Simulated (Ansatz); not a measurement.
## PbF2: energy along a strain

PbF2, Fm-3m, a = 5.940 Å (as given, not relaxed at this level: 2.2 GPa). The structure is a COD entry; whether it is the stable form wasn't checked. Ansatz: PBE, PAW, 420 eV, Γ-centred 8×8×8 mesh on 3 atoms, Gaussian smearing 0.05 eV; no spin polarisation. Cell vectors (Å): 0.000 2.970 2.970; 2.970 0.000 2.970; 2.970 2.970 0.000. The cell is strained by x per cent times the pattern (0 0 0 0 1 0) in the order xx yy zz yz xz xy (engineering shears), with fractional coordinates held. y is the free energy over the start, V0 = 17.463 Å³/atom. Symmetry makes y even in x. Points with a strain past 8.5 % were computed too (2) and aren't used here.

| x (%) | y (meV/atom) |
| --- | --- |
| -5.00 | 4.60 |
| 0.00 | 0.00 |
| 1.25 | 0.33 |
| 2.50 | 1.16 |
| 3.75 | 2.60 |
| 6.25 | 7.19 |
| 7.50 | ? |

Q: Fit y = c2 x² + c4 x⁴ to the other rows, get the stiffness along the pattern, and predict the missing energy.

A: Least squares on the rows shown. y = 0.1852 x² − 3.242×10⁻⁵ x⁴. The clamped-ion stiffness p·C·p = 2 × 1.852 eV × 160.2 / 17.463 Å³ = 34 GPa, which is C55 in these axes (C44 of the cubic crystal) (second derivative at the start, which stands under stress). At x = 7.50 the fit asked for gives 10.31 meV/atom. The run gave 10.39 meV/atom, so the fit is 0.08 meV/atom too low, a small miss on the scale of the series.

Spin–orbit coupling is left out, which can shift energies with elements as heavy as these.